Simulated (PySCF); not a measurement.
Molecule: phenylacetylene (C#Cc1ccccc1, C8H6).

Atoms are numbered as in `[CH:1]#[C:2][c:3]1[cH:4][cH:5][cH:6][cH:7][cH:8]1`. Each H is labelled by its parent atom.

Geometry PBE0-D3(BJ)/def2-SVP throughout; GIAO in PySCF 2.14.0 with density-fitted response routines, gas phase, one conformer, non-relativistic; equivalent atoms averaged; basis pcSseg-1.

Problem. How do the shifts δ (against TMS at the same level) depend on the functional? (a selection of nuclei; ppm; last column core-seconds on shared hosts with different chips, so compare them loosely; the GGAs took longer than the global hybrids here, which isn't the general rule, and the cause wasn't traced)

Solution. 
```
functional                    kind  C4/C8     C6  C5/C7     C3    C1  H(C4)/H(C8)  H(C6)  H(C5)/H(C7)  H(C1)  core-s
        HF            Hartree–Fock  142.9  137.4  134.7  129.4  89.6         7.84   7.55         7.48   3.73     8.2
       LDA                     LDA  142.5  136.6  136.8  130.1  91.0         7.64   7.40         7.43   3.03      24
      BLYP                     GGA  137.7  131.8  131.9  126.2  81.5         7.41   7.15         7.18   2.98      26
      BP86                     GGA  136.9  131.1  131.2  125.1  84.2         7.52   7.27         7.30   3.09      28
     B97-D                     GGA  132.8  127.1  127.1  121.2  79.4         7.43   7.17         7.20   3.07      24
      PBE0           global hybrid  139.7  134.0  133.5  127.4  87.0         7.67   7.42         7.44   3.19      18
      WP04           global hybrid  139.6  133.5  133.1  127.7  81.0         7.34   7.08         7.09   3.02      17
 BHandHLYP           global hybrid  142.5  136.8  135.6  130.2  86.9         7.67   7.40         7.39   3.27      15
 CAM-B3LYP  range-separated hybrid  143.4  137.8  136.9  131.7  86.7         7.64   7.39         7.39   3.09      21
```

Problem. Which nucleus among those listed moves most, in ppm?

Solution. C1 (terminal alkyne carbon): from 79.4 ppm with B97-D to 91.0 ppm with LDA. The smallest spread is 0.38 ppm, at H(C5)/H(C7). Proton shifts span only some 12 ppm, so a few tenths of a ppm matter as much there as several ppm in carbon.
